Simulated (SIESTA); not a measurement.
The system is Cu.

```
CELL_PARAMETERS angstrom
0.00000 1.80750 1.80750
1.80750 0.00000 1.80750
1.80750 1.80750 0.00000
ATOMIC_POSITIONS crystal
Cu 0.00000 0.00000 0.00000
```

Program: SIESTA 5.4.2. Alike in all runs: task band structure; no spin polarisation; cell as given; k mesh 13 × 13 × 13; smearing fermi-dirac 0.05 eV; grid cutoff 800 Ry; energy shift 0.003 Ry.

Order these runs on this cell by their pressure, lowest first.
A. level RPBE; potentials or basis PseudoDojo 0.4 standard (PBE files), DZP (energy shift 0.003 Ry; two zetas on semicore shells)
B. level vdW-DF-cx; potentials or basis PseudoDojo 0.4 standard (PBE files), DZP (energy shift 0.003 Ry; two zetas on semicore shells)
C. level AM05; potentials or basis PseudoDojo 0.4 standard (PBEsol files), DZP (energy shift 0.003 Ry; two zetas on semicore shells)

C (-7.8 GPa), B (-4.9 GPa), A (7.1 GPa).

Caveats: short orbitals over semicore shells can move pressures by several GPa; the potentials were made for another functional, which shifts forces and pressure; the basis of atomic orbitals isn't converged, which shifts pressures, moduli and gaps.

Runs at the PBE level aren't shown here.
